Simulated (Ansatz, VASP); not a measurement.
## Two plane-wave programs on Pd

```
Pd
1.0
     0.00000    1.92114    1.92114
     1.92114    0.00000    1.92114
     1.92114    1.92114    0.00000
Pd
1
Direct
  0.00000 0.00000 0.00000
```

Alike in both runs: task single point; functional LDA; k mesh 14 × 14 × 14; occupations fermi-dirac, width 0.1 eV; no spin polarisation.

|  | VASP | Ansatz |
| --- | --- | --- |
| version | VASP 6.6.1 | Ansatz 0.2.0 |
| potentials or method | VASP PAW LDA potentials, release 64 (Pd) | plane waves (500 eV) with PAW, scalar-relativistic |
| plane-wave cutoff (eV) | 520 | 500 |
| valence electrons in the cell | 10 | 18 |

```csv
,VASP,Ansatz,Ansatz less VASP
pressure (GPa),0.2,0.0,-0.29
```

The two sets of potentials don't hold the same shells in valence. Ansatz warned: «pseudo_functional_mismatch».
